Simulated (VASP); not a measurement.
# BeTe: convergence, optical spectrum of independent particles

BeTe, F-43m (no. 216), 2 atoms in the cell. LDA, independent-particle dielectric function; PAW potentials Te, Be (LDA set). VASP 6.6.1.

Wanted: ε at zero frequency, electronic within 1 %; spectrum (imaginary part of ε) within 10 %.

POSCAR:
```
BeTe
1.0
    0.0000000000      2.7700000000      2.7700000000
    2.7700000000      0.0000000000      2.7700000000
    2.7700000000      2.7700000000      0.0000000000
Te Be
1 1
Direct
    0.7500000000      0.7500000000      0.7500000000
    0.0000000000      0.0000000000      0.0000000000
```

The series start from Bands in all (NBANDS): 14; Plane-wave cutoff (eV): 280; Energy points: 2000; k mesh: 8 × 8 × 8; Precision mode: Accurate; Electronic algorithm: Normal. Each series keeps the choices made before it, and each single choice may use up half of a tolerance. Times cover all steps of a run.

## Bands in all (NBANDS)

| Bands in all (NBANDS) | ε at zero frequency, electronic | Spectrum (imaginary part of ε), largest deviation against the largest value | Time (s) |
|---|---|---|---|
| 7 | 7.727 | 3.8 % | 5.9 |
| 10 | 8.134 | 1.3 % | 6.7 |
| 14 | 8.211 | 0.72 % | 6.8 |
| 20 | 8.222 | 0.68 % | 7.6 |
| 28 | 8.225 | 0.44 % | 8.3 |
| 44 (reference) | 8.23 | 0 % | 9.2 |

Chosen: 14, the loosest value from which every tighter one stays within half of the tolerance.

## Plane-wave cutoff (eV)

| Plane-wave cutoff (eV) | ε at zero frequency, electronic | Spectrum (imaginary part of ε), largest deviation against the largest value | Time (s) |
|---|---|---|---|
| 150 | 8.243 | 4.9 % | 4.2 |
| 190 | 8.214 | 0.77 % | 4.6 |
| 230 | 8.209 | 0.36 % | 5.8 |
| 280 | 8.211 | 0.14 % | 6.8 |
| 340 (reference) | 8.213 | 0 % | 9.1 |

Chosen: 150.

## Energy points

| Energy points | ε at zero frequency, electronic | Spectrum (imaginary part of ε), largest deviation against the largest value | Time (s) |
|---|---|---|---|
| default | 8.243 | 0.85 % | 4.2 |
| 2000 | 8.243 | 0.11 % | 4.2 |
| 4000 (reference) | 8.243 | 0 % | 6.7 |

Chosen: default.

## k mesh

| k mesh | ε at zero frequency, electronic | Spectrum (imaginary part of ε), largest deviation against the largest value | Time (s) |
|---|---|---|---|
| 4 × 4 × 4 | 10.71 | 138 % | 3.7 |
| 5 × 5 × 5 | 9.355 | 107 % | 3.6 |
| 6 × 6 × 6 | 8.712 | 56 % | 3.8 |
| 8 × 8 × 8 | 8.243 | 38 % | 4.2 |
| 11 × 11 × 11 | 8.115 | 30 % | 4.8 |
| 14 × 14 × 14 | 8.101 | 27 % | 5.8 |
| 17 × 17 × 17 | 8.1 | 25 % | 6.9 |
| 20 × 20 × 20 | 8.1 | 16 % | 7.6 |
| 24 × 24 × 24 (reference) | 8.099 | 0 % | 11 |

Chosen: 24 × 24 × 24; the next looser run is off by more than half of the tolerance, so convergence isn't shown beyond this value.

## Precision mode

| Precision mode | ε at zero frequency, electronic | Spectrum (imaginary part of ε), largest deviation against the largest value | Time (s) |
|---|---|---|---|
| Accurate | 8.099 | 0 % | 11 |
| Normal | 8.1 | 0.04 % | 8.5 |
| Single | 8.099 | 0.016 % | 9.8 |

Chosen: Normal; it saves 2.6 s of 11, so Accurate would do nearly as well.

## Electronic algorithm

| Electronic algorithm | ε at zero frequency, electronic | Spectrum (imaginary part of ε), largest deviation against the largest value | Time (s) |
|---|---|---|---|
| Normal | 8.1 | 0 % | 8.5 |
| Fast | 8.1 | 0.0033 % | 6.9 |
| Exact | 8.1 | 0.0033 % | 36 |

Chosen: Fast; it saves 1.6 s of 8.5, so Normal would do nearly as well.

## All choices together

| Input | ε at zero frequency, electronic | Spectrum (imaginary part of ε), largest deviation against the largest value | Time (s) |
|---|---|---|---|
| all settings of the optics step left to the defaults, ground-state mesh (naive) | 7.989 | 26 % | 6.0 |
| chosen settings | 8.1 | 2.5 % | 6.9 |
| reference settings throughout | 8.095 | 0 % | 66 |

The chosen settings stay within the tolerance of the reference run, but the reference itself isn't shown to be converged in: k mesh.

## The input

INCAR.step1:
```
EDIFF = 1E-7
ENCUT = 150
GGA = CA
ISMEAR = 0
KPAR = 4
LASPH = T
LCHARG = T
LWAVE = F
PREC = Normal
SIGMA = 0.02
```

INCAR.step2:
```
ALGO = Fast
CSHIFT = 0.1
EDIFF = 1E-6
ENCUT = 150
GGA = CA
ICHARG = 11
ISMEAR = 0
KPAR = 4
LASPH = T
LCHARG = F
LOPTICS = T
LWAVE = F
NBANDS = 14
PREC = Normal
SIGMA = 0.05
```

KPOINTS.step1:
```
k-points
0
Gamma
  8 8 8
```

KPOINTS.step2:
```
Automatic mesh
0
Gamma
  24 24 24
  0 0 0
```

Commands (each step's output is kept before the next begins):
```
cat potpaw_LDA.64/Te/POTCAR potpaw_LDA.64/Be/POTCAR > POTCAR
cp INCAR.step1 INCAR
cp KPOINTS.step1 KPOINTS
mpirun -np 4 vasp_std > vasp.out
cp INCAR.step2 INCAR
cp KPOINTS.step2 KPOINTS
mpirun -np 4 vasp_std > vasp.out
```

Limits: Spin-orbit coupling is left out, which can matter with atoms this heavy; the pull between electron and hole is left out; the onset follows the functional's gap, which semilocal functionals usually make too small.

The chosen input took VASP 6.6.1 6.9 s on 4 cores (AMD EPYC 7R43 (Zen 3)), a shared host.

## An input that fails: CSHIFT 1.5

It runs to its end, but against the unchanged starting input it is off by 6.7 % in the ε at zero frequency, electronic, 77 % in the spectrum (imaginary part of ε).

Changes against the starting input:
```
(step 2)
- CSHIFT = 0.1
+ CSHIFT = 1.5
```
